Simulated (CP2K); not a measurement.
The system is TiO2.

```
Ti O
1.0
     5.51847    0.00000    0.00000
    -1.60180    5.28088    0.00000
    -1.60188   -2.90482    4.41016
Ti O
4 8
Direct
  0.00000 0.50000 0.00000
  0.00000 0.00000 0.50000
  0.49524 0.24524 0.25000
  0.50475 0.75475 0.75000
  0.69508 0.69523 0.50015
  0.69508 0.19493 0.99985
  0.80452 0.74962 0.05490
  0.19472 0.74962 0.44510
  0.80528 0.25038 0.55490
  0.30492 0.80507 0.00015
  0.19548 0.25038 0.94510
  0.30492 0.30477 0.49985
```

The cell is a database's computed one.

Base run:

```yaml
Program: CP2K 2026.2
Functional: OLYP
Potentials_or_basis: POTENTIAL_UZH Ti GTH-PBE-q12, O GTH-PBE-q6; DZVP-MOLOPT-PBE-GTH basis
Density_cutoff: 11565 eV
k_mesh: 5 × 5 × 5
Occupations: fermi-dirac, width 0.05 eV
Spin: no spin polarisation
```

Its results: band gap on the k mesh 1.80 eV; pressure 0.2 GPa; largest force 0.215 eV/Å.

**Question.** After a change of settings the same cell gave: band gap on the k mesh 1.92 eV; pressure -2.6 GPa; largest force 0.070 eV/Å. Which change was it?
A. functional from OLYP to BEEF-vdW
B. functional from OLYP to TPSS
C. functional from OLYP to BLYP
D. functional from OLYP to PBEsol

**Answer.** B.

TPSS gives the wider gap, since meta-GGAs in the generalised Kohn-Sham scheme recover part of the derivative discontinuity.

Caveats: the potentials were made for another functional, which shifts forces and pressure; the basis of atomic orbitals isn't converged, which shifts pressures, moduli and gaps.

Runs at the PBE level aren't shown here.
